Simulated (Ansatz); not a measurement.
KF (Carobbiite):

```xyz
2
Lattice="0.0000 2.6719 2.6719 2.6719 0.0000 2.6719 2.6719 2.6719 0.0000" Properties=species:S:1:pos:R:3 pbc="T T T"
K    -0.0859    0.0465   -0.0017
F     2.6551    2.6143    2.7003
```

The cell isn't the ideal one: atoms moved at random, drawn with an rms of 0.05 Å.

A run of Ansatz 0.2.0 on this cell left the log below. Logs are shortened: lines on timing, memory, paths and dates and some standing lists are left out, and cuts for length are marked.

```text
Warning: the checks of this K dataset prove no rule for summing its radial tables, as where they were carried onto another mesh than they were made on, and Gregory's rule is taken, under which a leading mesh point left out moves its sums only by what lay on the interval it spanned. That does not make them correct, and they differ from Quantum ESPRESSO's on this file; a re-export a fraction of a mesh step off can move them. hamiltonian.pseudopotentials.radial_quadrature: simpson_from_first_knot sums it by `pw.x`'s rule; on a PAW file no value gives `pw.x`'s numbers. What more to know: hamiltonian.pseudopotentials.radial_quadrature, in the input reference
Warning: the checks of this F dataset prove no rule for summing its radial tables, as where they were carried onto another mesh than they were made on, and Gregory's rule is taken, under which a leading mesh point left out moves its sums only by what lay on the interval it spanned. That does not make them correct, and they differ from Quantum ESPRESSO's on this file; a re-export a fraction of a mesh step off can move them. hamiltonian.pseudopotentials.radial_quadrature: simpson_from_first_knot sums it by `pw.x`'s rule; on a PAW file no value gives `pw.x`'s numbers. What more to know: hamiltonian.pseudopotentials.radial_quadrature, in the input reference
Warning: RAYON_NUM_THREADS=2 ignored (pool sized by the plan → 2); use --threads N
Engine: ansatz 0.2.0, aarch64-unknown-linux-gnu
Pseudopotentials: kind: paw
Pseudopotential: K, paw, valence charge 9, recommended cutoff 690 eV (normal), K.paw.azcp
Pseudopotential: F, paw, valence charge 7, recommended cutoff 1500 eV (normal), F.paw.azcp
Functional definition: SPW92
  exchange = slater_x
  correlation = pw_c
Crystal: 2 atoms, lattice volume = 38.148 Å³
Basis set: ecut = 1500 eV, 5029 PW (Γ)
Bands: 12, of which v1, the nominal top of the filled ones, is band 8 counted from 1 (7 counted from 0)
Symmetry: 1 space group operations
Space group: P1 (ITA 1), of the structure as read, at distance tolerance 3.4e-5 Å
k-points: 172 of 343 (time reversal used)
Non-local potential: K, projectors of the file, l = 0: 2, l = 1: 2, l = 2: 1
Non-local potential: F, projectors of the file, l = 0: 2, l = 1: 2
PAW form: compensated (Kresse and Joubert's): semilocal exchange-correlation on the pseudo side sees the compensation charge
PAW one-centre angular grid: K, 110 points (default); XC on 64 Gauss nodes
PAW one-centre angular grid: F, 110 points (default); XC on 64 Gauss nodes
[... 9 lines left out ...]
SCF iter   6: F=—  HF=-2290.945878 eV  |F-HF|=—  |Δ(HF+E_count)|=   1.81e-4  S|Δr|=    0.00e0  Δρ=3.78e-4  dr2=3.93e-5  ethr=4.40e-6  ⟨swp⟩=2.4  Hψ=2653  notcnv=0
SCF iter   7: F=—  HF=-2290.945845 eV  |F-HF|=—  |Δ(HF+E_count)|=   3.29e-5  S|Δr|=    0.00e0  Δρ=4.83e-5  dr2=8.79e-7  ethr=2.46e-7  ⟨swp⟩=2.0  Hψ=2612  notcnv=0
SCF iter   8: F=-2290.945845 eV  HF=-2290.945845 eV  |F-HF|=3.04e-8  |Δ(HF+E_count)|=   8.14e-8  S|Δr|=    0.00e0  Δρ=2.42e-5  dr2=6.89e-8  ethr=6.25e-10  ⟨swp⟩=10.1  Hψ=15531  notcnv=0
SCF 1 converged in 8 iterations: F = -2290.945845 eV  dr2 = 6.89e-8
  greatest PAW one-centre occupation: 0.949 electrons in one spin orbital (limit 2), on the K atom at site 0 (counted from 0), in its partial waves of l = 0
SCF converged after 8 iterations
Stability not checked: this state was not tested for a lower state beside it, because cold or Methfessel-Paxton smearing, or corrected tetrahedra, fill the levels in a way that the test cannot read (fill_not_monotonic; see scf.lower_state_search)
Free energy (F): -2290.945845 eV
Harris-Foulkes:  -2290.945845 eV  (|F-HF|=3.04e-8)
Internal energy: -2290.945845 eV  (E = F + TS)
E sigma→0 (E₀):  -2290.945845 eV
Fermi energy:    4.014053 eV
Step filling:    the computed levels leave a gap of 5.8010 eV = 58.0 smearing widths at the electron count; against every level under it full and every level over it empty, smearing changes F+E_penalty+E_count by +0.00e0 meV and its σ→0 estimate by +0.00e0 meV
--- Per-component energies (eV) ---
  E_band       = -128.434213
  E_kinetic    = 482.094686
  E_local      = -1243.036123  (includes V_loc(G=0)·N_el)
  E_nonlocal   = 198.531168
  E_hartree    = 391.943228
  E_xc         = -240.195258
  E_vxc        = -314.907165  (∫ρ·V_xc dr)
  E_paw        = -893.042806  (= ΣΔE_a)
  E_vpaw       = -35.008319  (= ΣTr[D̂ρ^β])
  E_aug_tail   = -0.000019  (compensation charges beyond the density's cutoff)
  E_ewald      = -987.240720
  E_smearing   = -0.000000  (= −TS)
  E_closure    = -0.000000  (closes the sum)
  Σ components = -2290.945845   (vs F -2290.945845, Δ=0.00e0)
--- Forces (eV/Å), atoms counted from 1 ---
  atom   1  K      0.08569537    -0.13563583     0.03617562
  atom   2  F     -0.08564813     0.13557509    -0.03615753
  max |Σ_I F_I| component: 6.07e-5 eV/Å
--- Stress (GPa, compression-positive) ---
       -3.056186       0.058798      -0.016240
        0.058798      -2.761516       0.025190
       -0.016240       0.025190      -3.241843
  P = ⅓ Tr σ = -3.0198 GPa (-30.198 kbar)
--- Band table (eV; the first three rows and the last of 172) ---
  k-point 0: bands = ["-24.6059", "-17.1912", "-8.0398", "-8.0375", "-8.0359", "1.0379", "1.0394", "1.0428", "6.8439", "11.5820", "11.6035", "11.6197"]
  k-point 1: bands = ["-24.5864", "-17.2099", "-8.0961", "-8.0462", "-8.0425", "0.8463", "0.9724", "0.9797", "7.4112", "11.2279", "11.8603", "11.8866"]
  k-point 2: bands = ["-24.5421", "-17.2525", "-8.2173", "-8.0641", "-8.0625", "0.4896", "0.8253", "0.8335", "8.7307", "10.8328", "12.4764", "12.5043"]
  k-point 171: bands = ["-24.4954", "-17.2783", "-8.3538", "-8.1712", "-8.1003", "0.3322", "0.7115", "0.7578", "9.9858", "11.0231", "12.8136", "13.2945"]
```

**Question.** What input gives this log?

**Answer.** Single point with LDA, no spin polarisation. The files as run (others can give the same):

input.yaml
```yaml
crystal:
  lattice:
    - [0.0, 2.67185, 2.67185]
    - [2.67185, 0.0, 2.67185]
    - [2.67185, 2.67185, 0.0]
  atoms:
    - { symbol: K, position: [0.024468, -0.025101, -0.007056] }
    - { symbol: F, position: [0.49771, 0.512955, 0.480769] }
hamiltonian:
  xc: lda
  pseudopotentials: { kind: paw, xc_functional: lda, accuracy: standard }
kpoints:
  mp_grid: { grid: [7, 7, 7] }
scf:
  occupations: { method: cold, width: 0.1 }
output:
  forces: true
  stress: true
  eigenvalues: true
```

Potentials or basis: JTH PAW LDA.
The run is started by
```sh
$ ansatz run input.yaml --threads 2 --pin off --max-ram 5120MiB --backend cpu --events-out ev --progress --plain --runs-dir out
```

Caveat: odd divisions of the mesh miss points on the zone boundary, where band edges often lie, so the gap on the mesh can be too wide.
